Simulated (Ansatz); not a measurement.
# PbO2 (P4_2/mnm) in Ansatz: further runs, part 2 of 2

Ansatz 0.2.0. The steps go on from the part before.

## (4) Band structure, PBE

input.yaml

```yaml
crystal:
  lattice:
    - [4.99495987, 0.0, 0.0]
    - [0.0, 4.99495987, 0.0]
    - [0.0, 0.0, 3.40900096]
  atoms:
    - { symbol: Pb, position: [0.5, 0.5, 0.5] }
    - { symbol: Pb, position: [0.0, 0.0, 0.0] }
    - { symbol: O, position: [0.69257104, 0.69257104, 0.0] }
    - { symbol: O, position: [0.80742896, 0.19257104, 0.5] }
    - { symbol: O, position: [0.19257104, 0.80742896, 0.5] }
    - { symbol: O, position: [0.30742896, 0.30742896, 0.0] }
hamiltonian:
  xc: pbe
  pseudopotentials: { kind: paw, source: ansatz }
kpoints:
  mp_grid: { grid: [6, 6, 8] }
  band_path:
    path:
      - [[0.0, 0.0, 0.0], [0.0, 0.5, 0.0], [0.5, 0.5, 0.0], [0.0, 0.0, 0.0], [0.0, 0.0, 0.5], [0.0, 0.5, 0.5], [0.5, 0.5, 0.5], [0.0, 0.0, 0.5]]
      - [[0.0, 0.5, 0.0], [0.0, 0.5, 0.5]]
      - [[0.5, 0.5, 0.0], [0.5, 0.5, 0.5]]
    npoints: 14
scf:
  occupations: { method: fermi_dirac, width: 0.05 }
  n_extra_bands: 15
output:
  forces: true
  stress: true
  eigenvalues: true
  fatbands: false
  write_density: true
  write_potential: true
  elf: true
  volumetric_format: npy
```

Potentials or basis: Ansatz PAW earlier set.

On the command line:

```console
ansatz run input.yaml --threads 2 --pin off --max-ram 5632MiB --backend cpu --events-out ev --progress --plain --runs-dir out
```

Standard output:

```text
Warning: RAYON_NUM_THREADS=2 ignored (pool sized by the plan → 2); use --threads N
scf.n_extra_bands = 15 over 34 filled bands (N_el = 68.0): the run solves 49 bands
Engine: ansatz 0.2.0, aarch64-unknown-linux-gnu
Pseudopotentials: kind: paw
Pseudopotential: Pb, paw, valence charge 22, recommended cutoff 580 eV (normal), Pb.paw.azcp
Pseudopotential: O, paw, valence charge 6, recommended cutoff 930 eV (normal), O.paw.azcp
Functional definition: PBE
  parameter kappa = 0.804
  parameter beta = 0.06672455060314922
  exchange = pbe_x(kappa = kappa, mu = beta*pi^2/3)
  correlation = pbe_c(beta = beta)
Crystal: 6 atoms, lattice volume = 85.053 Å³
Basis set: ecut = 930 eV, 5465 PW (Γ), exchange–correlation on 120×120×80 points (8 copies of the dense FFT grid, shifted against one another)
Bands: 49, of which v1, the nominal top of the filled ones, is band 34 counted from 1 (33 counted from 0)
Symmetry: 16 space group operations
Space group: P42/mnm (ITA 136), of the structure as read, at distance tolerance 4.4e-5 Å
k-points: 50 of 288
Non-local potential: Pb, projectors of the file, l = 0: 3, l = 1: 3, l = 2: 3, l = 3: 2
Non-local potential: O, projectors of the file, l = 0: 2, l = 1: 2, l = 2: 1
PAW form: soft (Blöchl's): semilocal exchange-correlation on the pseudo side does not see the compensation charge
PAW one-centre angular grid: Pb, 590 points (default); XC on 64 Gauss nodes
PAW one-centre angular grid: O, 110 points (default); XC on 64 Gauss nodes
Initial density: superposition of atomic densities (chi_scale 0.1, normalization cell, long waves kept (reshape's long-wave potential 0.00 eV rms))
Initial wavefunctions: pseudopotential atomic-orbital guess
Functional: x = pbe(κ = 0.804, μ = 0.2195149727645171), c = pbe(β = 0.06672455060314922)
SCF iter   1: F=—  HF=-32851.633960 eV  |F-HF|=—  |Δ(HF+E_count)|=         —  Δρ=7.55e-2  dr2=3.61e0  ethr=3.10e-3  ⟨swp⟩=5.5  Hψ=9183  notcnv=0  defer=90
preconditioner: auto → Resta (q_TF=auto, 2.628 Å⁻¹)  ε∞=2.9  [insulator: Δε(μ)=0.247 eV  Ē_g=20.879 eV  σ=0.050 eV  W_gap=0.74  n_scr=30 (ndim 8)  ℏωp=29.0 eV  f_vac=0.036  D(μ)=0.15/eV (n_scr^D=0)  ε∞_Penn≈2.9]
SCF iter   2: F=—  HF=-32850.790509 eV  |F-HF|=—  |Δ(HF+E_count)|=   8.43e-1  Δρ=3.53e-2  dr2=4.86e-1  ethr=3.10e-3  ⟨swp⟩=2.9  Hψ=4386  notcnv=0  defer=458
preconditioner: auto → Kerker (q_TF=auto, 2.628 Å⁻¹)  [metal: Δε(μ)=0.099 eV  Ē_g=20.565 eV  σ=0.050 eV  W_gap=0.43  n_scr=30 (ndim 8)  ℏωp=29.0 eV  f_vac=0.055  D(μ)=0.41/eV (n_scr^D=0)]
SCF iter   3: F=—  HF=-32850.728712 eV  |F-HF|=—  |Δ(HF+E_count)|=   6.18e-2  Δρ=1.35e-2  dr2=1.07e-1  ethr=7.15e-4  ⟨swp⟩=3.0  Hψ=3323  notcnv=0  defer=458
SCF iter   4: F=—  HF=-32850.735684 eV  |F-HF|=—  |Δ(HF+E_count)|=   6.97e-3  Δρ=3.23e-3  dr2=7.46e-3  ethr=1.58e-4  ⟨swp⟩=3.0  Hψ=3580  notcnv=0  defer=458
SCF iter   5: F=—  HF=-32850.742416 eV  |F-HF|=—  |Δ(HF+E_count)|=   6.73e-3  Δρ=7.99e-4  dr2=6.55e-4  ethr=1.10e-5  ⟨swp⟩=2.0  Hψ=2859  notcnv=0  defer=458
SCF iter   6: F=—  HF=-32850.743202 eV  |F-HF|=—  |Δ(HF+E_count)|=   7.86e-4  Δρ=2.16e-4  dr2=6.17e-5  ethr=9.63e-7  ⟨swp⟩=2.0  Hψ=3156  notcnv=0  defer=458
SCF iter   7: F=—  HF=-32850.742846 eV  |F-HF|=—  |Δ(HF+E_count)|=   3.56e-4  Δρ=6.05e-5  dr2=4.30e-6  ethr=9.07e-8  ⟨swp⟩=2.0  Hψ=3496  notcnv=0  defer=458
SCF iter   8: F=—  HF=-32850.742848 eV  |F-HF|=—  |Δ(HF+E_count)|=   2.25e-6  Δρ=2.11e-5  dr2=5.22e-7  ethr=6.32e-9  ⟨swp⟩=2.2  Hψ=3201  notcnv=0  defer=458
SCF iter   9: F=-32850.742849 eV  HF=-32850.742849 eV  |F-HF|=5.37e-8  |Δ(HF+E_count)|=   6.43e-7  Δρ=5.34e-6  dr2=2.26e-8  ethr=1.47e-10  ⟨swp⟩=16.5  Hψ=20785  notcnv=0
SCF 1 converged in 9 iterations: F = -32850.742849 eV  dr2 = 2.26e-8
NSCF: frozen V_eff on 129 k-points
SCF converged after 9 iterations
Free energy (F): -32850.742849 eV
Harris-Foulkes:  -32850.742849 eV  (|F-HF|=5.37e-8)
Internal energy: -32850.739022 eV  (E = F + TS)
E sigma→0 (E₀):  -32850.740936 eV
Entropy (-TS):   -0.003827 eV (-0.638 meV/atom)
Fermi energy:    9.549041 eV
--- Per-component energies (eV) ---
  E_band       = -1355.833837
  E_kinetic    = 2569.168064
  E_local      = -12375.807153  (includes V_loc(G=0)·N_el)
  E_nonlocal   = 3144.791784
  E_hartree    = 3939.741009
  E_xc         = -834.159733
  E_vxc        = -1038.051209  (∫ρ·V_xc dr)
  E_paw        = -21620.021498  (= ΣΔE_a)
  E_vpaw       = -1535.418038  (= ΣTr[D̂ρ^β])
  E_aug_tail   = -0.000011  (compensation charges beyond the density's cutoff)
  E_ewald      = -7674.451484
  E_smearing   = -0.003827  (= −TS)
  E_closure    = 0.000000  (closes the sum)
  Σ components = -32850.742849   (vs F -32850.742849, Δ=0.00e0)
--- Forces (eV/Å), atoms counted from 1 ---
  atom   1  Pb     0.00000000     0.00000000     0.00000000
  atom   2  Pb     0.00000000    -0.00000000     0.00000000
  atom   3  O      0.02974913     0.02974913     0.00000000
  atom   4  O     -0.02974913     0.02974913     0.00000000
  atom   5  O      0.02974913    -0.02974913     0.00000000
  atom   6  O     -0.02974913    -0.02974913     0.00000000
  max |Σ_I F_I| component: 1.73e-17 eV/Å
--- Stress (GPa, compression-positive) ---
        5.446153       0.000000       0.000000
        0.000000       5.446153       0.000000
        0.000000       0.000000       6.601909
  P = ⅓ Tr σ = 5.8314 GPa (58.314 kbar)
--- Band table (eV; the first three rows and the last of 50) ---
  k-point 0: bands = ["-128.1712", "-128.1712", "-69.9669", "-69.9669", "-69.9334", "-69.9332", "-69.9283", "-69.9283", "-8.7420", "-8.6510", "-6.9996", "-6.9996", "-6.0523", "-5.8497", "-5.8178", "-5.8178", "-5.6427", "-5.5332", "-5.4981", "-5.4764", "-5.4764", "-3.4050", "1.4671", "6.1797", "6.2355", "6.2355", "7.4544", "7.5633", "7.7487", "8.8604", "8.8985", "8.8985", "8.9053", "8.9053", "9.5753", "13.7503", "15.4075", "15.4075", "19.1956", "19.4487", "20.5365", "20.5365", "21.3537", "21.6244", "23.1604", "25.1332", "27.8752", "27.8752", "28.5610"]
  k-point 1: bands = ["-128.1712", "-128.1712", "-69.9668", "-69.9668", "-69.9338", "-69.9337", "-69.9283", "-69.9283", "-8.6251", "-8.5668", "-7.3219", "-7.3219", "-6.0221", "-5.8076", "-5.6327", "-5.5534", "-5.5534", "-5.5277", "-5.4993", "-5.3531", "-5.3531", "-3.5232", "1.3978", "6.1070", "6.1558", "6.3534", "6.3534", "7.5182", "8.1095", "8.3672", "8.3672", "8.9906", "8.9906", "9.4761", "9.7766", "13.8651", "15.9624", "15.9624", "18.2471", "20.3812", "20.4894", "20.4894", "21.2535", "21.3661", "23.2326", "24.4745", "26.5154", "26.5154", "28.2429"]
  k-point 2: bands = ["-128.1712", "-128.1712", "-69.9667", "-69.9667", "-69.9349", "-69.9347", "-69.9282", "-69.9282", "-8.3480", "-8.3282", "-7.7892", "-7.7892", "-5.9180", "-5.7004", "-5.6064", "-5.5738", "-5.5738", "-5.5096", "-5.5043", "-4.6939", "-4.6939", "-3.8916", "1.3207", "4.5333", "6.1545", "6.6039", "6.6039", "7.5312", "7.5312", "7.7062", "7.7139", "8.9417", "8.9417", "9.2017", "11.2203", "13.9836", "17.1898", "17.1898", "17.6260", "20.3166", "20.3166", "20.3892", "21.2162", "21.4265", "23.4032", "23.4164", "25.1198", "25.1198", "27.1351"]
  k-point 49: bands = ["-128.1712", "-128.1712", "-69.9666", "-69.9666", "-69.9363", "-69.9363", "-69.9281", "-69.9281", "-8.2576", "-8.2576", "-7.9059", "-7.9059", "-5.6451", "-5.6451", "-5.5284", "-5.5284", "-5.4758", "-5.4758", "-5.0836", "-5.0836", "-3.9336", "-3.9336", "1.6444", "1.6444", "5.5887", "5.5887", "7.5509", "7.5509", "7.6424", "7.6424", "8.8316", "8.8316", "8.9748", "8.9748", "12.3298", "12.3298", "17.8495", "17.8495", "19.3092", "19.3092", "19.3602", "19.3602", "22.7569", "22.7569", "24.4392", "24.4392", "24.9997", "24.9997", "26.2418"]
```

Wall time 49 s (2 threads of Arm Neoverse V1, shared host); peak memory 1.2 GiB.

What came out:

```yaml
Free_energy: -32850.7428 eV
Pressure: 5.8 GPa
Largest_force: 0.042 eV/Å
Band_gap_along_the_path: none (metal or under the smearing width)
```

Forces on the atoms (eV/Å):
```
Pb   0.000  0.000  0.000
Pb   0.000  0.000  0.000
O    0.030  0.030  0.000
O   -0.030  0.030  0.000
O    0.030 -0.030  0.000
O   -0.030 -0.030  0.000
```

Stress tensor (GPa, compression positive):
```
5.45 0.00 0.00
0.00 5.45 0.00
0.00 0.00 6.60
```

Levels at the corners of the path, in eV from the Fermi level:
```
point  band 31  band 32  band 33  band 34  band 35  band 36  band 37  band 38
    Γ    -0.65    -0.65    -0.64    -0.64     0.03     4.20     5.86     5.86
    X    -0.69    -0.69    -0.43    -0.43     2.37     2.37     6.46     6.46
    M    -0.70    -0.70    -0.53    -0.53     2.78     2.78     6.72     6.72
    Γ    -0.65    -0.65    -0.64    -0.64     0.03     4.20     5.86     5.86
    Z    -1.16    -1.16    -0.83    -0.83     3.69     3.69     8.85     8.85
    R    -0.83    -0.83    -0.25    -0.25     4.00     4.00     7.29     7.29
    A    -0.72    -0.72    -0.57    -0.57     2.78     2.78     8.30     8.30
    Z    -1.16    -1.16    -0.83    -0.83     3.69     3.69     8.85     8.85
    X    -0.69    -0.69    -0.43    -0.43     2.37     2.37     6.46     6.46
    R    -0.83    -0.83    -0.25    -0.25     4.00     4.00     7.29     7.29
    M    -0.70    -0.70    -0.53    -0.53     2.78     2.78     6.72     6.72
    A    -0.72    -0.72    -0.57    -0.57     2.78     2.78     8.30     8.30
```

Caveat: spin-orbit coupling is left out, which moves the levels of the heavy elements.

## (5) Band structure, PBE

input.yaml, as its differences from that of step 4:

```diff
@@ -14,3 +14,3 @@
   xc: pbe
-  pseudopotentials: { kind: paw, source: ansatz }
+  pseudopotentials: { kind: nc }
 kpoints:
@@ -30,3 +30,3 @@
   eigenvalues: true
-  fatbands: false
+  fatbands: true
   write_density: true
```

Potentials or basis: Ansatz NC.

On the command line:

```console
ansatz run input.yaml --threads 2 --pin off --max-ram 5632MiB --backend cpu --events-out ev --progress --plain --runs-dir out
```

Wall time 1.8 min (2 threads of Arm Neoverse V1, shared host); peak memory 1.5 GiB.

Results (log left out):

```yaml
Free_energy: -6361.1583 eV
Pressure: 5.8 GPa
Largest_force: 0.042 eV/Å
Band_gap_along_the_path: none (metal or under the smearing width)
```

Forces on the atoms (eV/Å):
```
Pb   0.000  0.000  0.000
Pb   0.000  0.000  0.000
O    0.030  0.030  0.000
O   -0.030  0.030  0.000
O    0.030 -0.030  0.000
O   -0.030 -0.030  0.000
```

Stress tensor (GPa, compression positive):
```
5.39 0.00 0.00
0.00 5.39 0.00
0.00 0.00 6.59
```

Levels at the corners of the path, in eV from the Fermi level:
```csv
point,band 22,band 23,band 24,band 25,band 26,band 27,band 28,band 29,band 30,band 31
Γ,-0.70,-0.66,-0.66,-0.65,-0.65,0.03,4.18,5.86,5.86,9.64
X,-1.37,-0.70,-0.70,-0.43,-0.43,2.35,2.35,6.46,6.46,9.73
M,-1.61,-0.72,-0.72,-0.53,-0.53,2.76,2.76,6.72,6.72,10.07
Γ,-0.70,-0.66,-0.66,-0.65,-0.65,0.03,4.18,5.86,5.86,9.64
Z,-2.05,-1.15,-1.15,-0.83,-0.83,3.67,3.67,8.84,8.84,9.63
R,-1.11,-0.82,-0.82,-0.27,-0.27,3.98,3.98,7.29,7.29,9.90
A,-1.92,-0.72,-0.72,-0.57,-0.57,2.76,2.76,8.30,8.30,9.75
Z,-2.05,-1.15,-1.15,-0.83,-0.83,3.67,3.67,8.84,8.84,9.63
X,-1.37,-0.70,-0.70,-0.43,-0.43,2.35,2.35,6.46,6.46,9.73
R,-1.11,-0.82,-0.82,-0.27,-0.27,3.98,3.98,7.29,7.29,9.90
M,-1.61,-0.72,-0.72,-0.53,-0.53,2.76,2.76,6.72,6.72,10.07
A,-1.92,-0.72,-0.72,-0.57,-0.57,2.76,2.76,8.30,8.30,9.75
```

Caveat: spin-orbit coupling is left out, which moves the levels of the heavy elements.

## (6) Summary

| potentials or basis | cutoff (eV) | pressure (GPa) | largest force (eV/Å) |
| --- | --- | --- | --- |
| PseudoDojo standard (PBE files) | 1143 | 5.3 | 0.03 |
| PseudoDojo stringent (PBE files) | 1252 | 5.4 | 0.03 |
| Ansatz PAW earlier set | 930 | 5.8 | 0.04 |
| Ansatz NC | 1240 | 5.8 | 0.04 |

Alike in all rows: task band structure; level PBE; no spin polarisation; cell as given; k mesh 6 × 6 × 8; smearing fermi-dirac 0.05 eV.

Caveats: spin-orbit coupling is left out, which moves the levels of the heavy elements.

Total energies depend on the potentials used, so only differences within one code and one set of settings carry meaning.
